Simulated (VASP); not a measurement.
A run of VASP 6.6.1 is set up as follows.

The input INCAR:

```
SYSTEM = Te
PREC = Accurate ; ENCUT = 600
EDIFF = 1E-6 ; ISMEAR = 1
SIGMA = 0.1 ; LREAL = .FALSE.
LASPH = .TRUE. ; NELM = 80
ALGO = Normal ; ISIF = 3
LWAVE = .FALSE. ; LCHARG = .FALSE.
METAGGA = R2SCAN ; LMIXTAU = .TRUE.
IBRION = 2 ; NSW = 90
EDIFFG = -0.01
```

Contents of KPOINTS:

```
Automatic mesh
0
G
  14 14 14
  0 0 0
```

Contents of POSCAR:

```
Te
1.0
   -1.9591833700      1.9591833700      1.9591833700
    1.9591833700     -1.9591833700      1.9591833700
    1.9591833700      1.9591833700     -1.9591833700
Te
1
Direct
    0.0000000000      0.0000000000      0.0000000000
```

Potentials or basis: VASP PAW PBE potentials, release 64 (Te).

Launch:

```bash
$ cat potpaw_PBE.64/Te/POTCAR > POTCAR
$ mpirun -np 1 vasp_std > vasp.out
```

**Question.** Predict the space group after relaxing (to 0.05 Å).

**Answer.** Im-3m (No. 229).

**Question.** What does it give for the relaxed cell?

**Answer.** a = 3.338 Å, b = 3.338 Å, c = 3.338 Å, α = 109.47°, β = 109.47°, γ = 109.47°.

**Question.** Estimate the band gap on the k mesh.

**Answer.** None (metal or under the smearing width).

Final structure:
```xyz
1
Lattice="-1.9271 1.9271 1.9271 1.9271 -1.9271 1.9271 1.9271 1.9271 -1.9271" Properties=species:S:1:pos:R:3 pbc="T T T"
Te    0.0000    0.0000    0.0000
```

 Spin-orbit coupling is left out, which matters for the levels of Te.
